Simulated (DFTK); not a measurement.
# Ga (P-1) in DFTK: single point with PBE

Aim: the single point of Ga with PBE.

Everything below comes from runs of DFTK 0.8.2. Logs are shortened: lines on timing, memory, paths and dates and some standing lists are left out, and cuts for length are marked.

### Step 1. The cell of the first run

The typed cell holds 2 atoms: a = 2.778 Å, b = 3.282 Å, c = 4.210 Å, α = 90.00°, β = 108.61°, γ = 90.00°.

This isn't the form of Ga at room conditions, which is orthorhombic.

### Step 2. Single point, PBE (atoms moved at random, drawn with an rms of 0.05 Å)

The input, run.jl:

```julia
using DFTK
using PseudoPotentialData
using Unitful, UnitfulAtomic
using LinearAlgebra, Printf
include("save.jl")
disable_threading()

# lattice vectors are the columns
lattice = austrip(1u"Å") * [  2.7784220849            0.0  -1.3434310986;
                      0.0     3.28160879            0.0;
                      0.0            0.0   3.9902731763]
symbols   = [:Ga, :Ga]
positions = [[0.131356, 0.747603, 0.767233],
             [0.85768, 0.25727, 0.22752]]
pseudopotentials = PseudoFamily("dojo.nc.sr.pbe.v0_4_1.standard.upf")
elements = Dict(s => ElementPsp(s, pseudopotentials) for s in unique(symbols))
atoms    = [elements[s] for s in symbols]

build_model(lattice, positions; symmetries=true) =
    model_DFT(lattice, atoms, positions;
              functionals=PBE(),
              temperature=austrip(0.05u"eV"),
              smearing=Smearing.FermiDirac(),
              symmetries)
Ecut  = 40.0  # hartree
kgrid = [10, 8, 7]
tol   = 1e-6
to_GPa = ustrip(uconvert(u"GPa", 1u"hartree/bohr^3"))

model = build_model(lattice, positions)
basis = PlaneWaveBasis(model; Ecut, kgrid)
display(basis)
scfres = self_consistent_field(basis;
                               tol,
                               nbandsalg=AdaptiveBands(model; n_bands_converge=18))
display(scfres.energies)
@printf "Fermi level: %.6f eV\n" ustrip(auconvert(u"eV", something(scfres.εF, NaN)))
forces = compute_forces_cart(scfres)
println("Forces (eV/Å)")
for (s, f) in zip(symbols, forces)
    @printf "%-3s %12.6f %12.6f %12.6f\n" s ustrip.(auconvert.(u"eV/Å", f))...
end
stress = compute_stresses_cart(scfres)
println("Stress (GPa)")
display(round.(stress * to_GPa; digits=4))
println("Levels at the first k-point (eV): ", round.(ustrip.(auconvert.(u"eV", scfres.eigenvalues[1][1:scfres.n_bands_converge])); digits=4))
save_scf!(scfres; forces, stress)
```

Potentials or basis: dojo.nc.sr.pbe.v0_4_1.standard.upf (PBE).

Run with:

```
$ julia --threads=1 run.jl  # save.jl only writes the numbers to a file and isn't shown; printed stress counts tension as positive; times include loading and compiling
```

The log of the run:

```text
PlaneWaveBasis discretization:

    Ecut                 : 40.0 Ha
    fft_size             : (32, 40, 48), 61440 total points
    kgrid                : MonkhorstPack([10, 8, 7])
    num.   red. kpoints  : 560
    num. irred. kpoints  : 560

    Discretized Model(gga_x_pbe+gga_c_pbe, 3D):
        lattice (in Bohr)    : [5.25046   , 0         , -2.53872  ]
                               [0         , 6.20134   , 0         ]
                               [0         , 0         , 7.54052   ]
        unit cell volume     : 245.52 Bohr³

        atoms                : Ga₂
        pseudopot. family    : PseudoFamily("dojo.nc.sr.pbe.v0_4_1.standard.upf")

        num. electrons       : 26
        spin polarization    : none
        temperature          : 0.0018375 Ha
        smearing             : DFTK.Smearing.FermiDirac()

        terms                : Kinetic()
                               AtomicLocal()
                               AtomicNonlocal()
                               Ewald(nothing)
                               PspCorrection()
                               Hartree()
                               Xc(gga_x_pbe, gga_c_pbe)
                               Entropy()
n     Energy            log10(ΔE)   log10(Δρ)   Diag   Δtime
---   ---------------   ---------   ---------   ----   ------
  1   -152.9351491288                   -0.98    4.3     190s
  2   -152.9437257926       -2.07       -1.46    1.7    81.5s
  3   -152.9441538092       -3.37       -1.73    2.0    88.6s
  4   -152.9441650917       -4.95       -2.30    1.0    59.6s
  5   -152.9441746435       -5.02       -2.62    1.6    65.7s
  6   -152.9441768216       -5.66       -3.00    2.0    87.2s
  7   -152.9441771721       -6.46       -3.88    1.0    58.4s
  8   -152.9441772206       -7.31       -4.30    3.0     126s
  9   -152.9441772214       -9.14       -5.14    1.2    65.5s
 10   -152.9441772215      -10.08       -5.04    3.0     118s
 11   -152.9441772215      -10.53       -5.58    1.0    66.4s
 12   -152.9441772215      -11.28       -6.03    2.0    87.6s
Energy breakdown (in Ha):
    Kinetic             125.3044774
    AtomicLocal         -107.7786555
    AtomicNonlocal      -76.3302938
    Ewald               -97.2070578
    PspCorrection       5.2301241
    Hartree             39.7094812
    Xc                  -41.8721009
    Entropy             -0.0001519

    total               -152.944177221485
Fermi level: 5.880267 eV
Forces (eV/Å)
Ga     -0.011071     0.063165    -0.075233
Ga      0.011053    -0.063171     0.075241
Stress (GPa)
3×3 StaticArraysCore.SMatrix{3, 3, Float64, 9} with indices SOneTo(3)×SOneTo(3):
 -3.7197  -0.0218   0.3625
 -0.0218  -1.9176  -0.0048
  0.3625  -0.0048  -3.622
Levels at the first k-point (eV): [-9.2879, -9.2835, -9.2345, -9.2211, -8.9723, -8.9531, -8.9141, -8.8943, -8.8927, -8.7542, -5.5166, 3.8015, 4.4361, 7.712, 11.4852, 15.0785, 16.2212, 16.5452]
```

Wall time 32 min (1 thread of AMD EPYC 7R43 (Zen 3), shared host); peak memory 6.8 GiB.

What came out:

* Free energy: -4161.8231 eV
* Pressure: 3.1 GPa
* Largest force: 0.099 eV/Å
* Band gap on the k mesh: none (metal or under the smearing width)

Forces on the atoms (eV/Å):
```
Ga  -0.011  0.063 -0.075
Ga   0.011 -0.063  0.075
```

Stress tensor (GPa, compression positive):
```
 3.72  0.02 -0.36
 0.02  1.92  0.00
-0.36  0.00  3.62
```
